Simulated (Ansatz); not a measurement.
Y: pressure against volume

Y, Fm-3m, a = 4.977 Å. This isn't the element's structure at ambient conditions. Ansatz: PBEsol, PAW, 420 eV, Γ-centred 14×14×14 mesh on 1 atom, Gaussian smearing 0.10 eV; no spin polarisation. Symmetry fixes shape and atoms, so the cell is only scaled; pressure is positive in compression.

```
V (Å³/atom) P (GPa)
     28.971     2.85
     29.895        ?
     30.820     0.01
     31.744    -1.17
     32.669    -2.21
```

Problem. Take V0 = 30.820 Å³/atom, count pressures from its P0 = 0.01 GPa, fit the third-order Birch–Murnaghan form to the other rows, and predict the missing pressure.

Solution. With the Eulerian strain f = ½[(V0/V)^(2/3) − 1] and y = (P − P0)/[3f(1 + 2f)^(5/2)], the form is the line y = B0 + 1.5 B0 (B0′ − 4) f. Rows (f, y): 0.02105, 40.6; -0.00975, 42.4; -0.01905, 42.8. Means f = -0.002583, y = 41.933; Σ(Δf)² = 0.0008810, ΣΔfΔy = -0.04913; the slope is their ratio. y = 41.79 − 55.76 f GPa, so B0 = 41.8 GPa and B0′ = 4 + 2 × (-55.76)/(3 × 41.79) = 3.11. At V = 29.895, f = 0.01026, y = 41.22 and P = 1.34 GPa. The run gave 1.34 GPa, the same to the digits shown.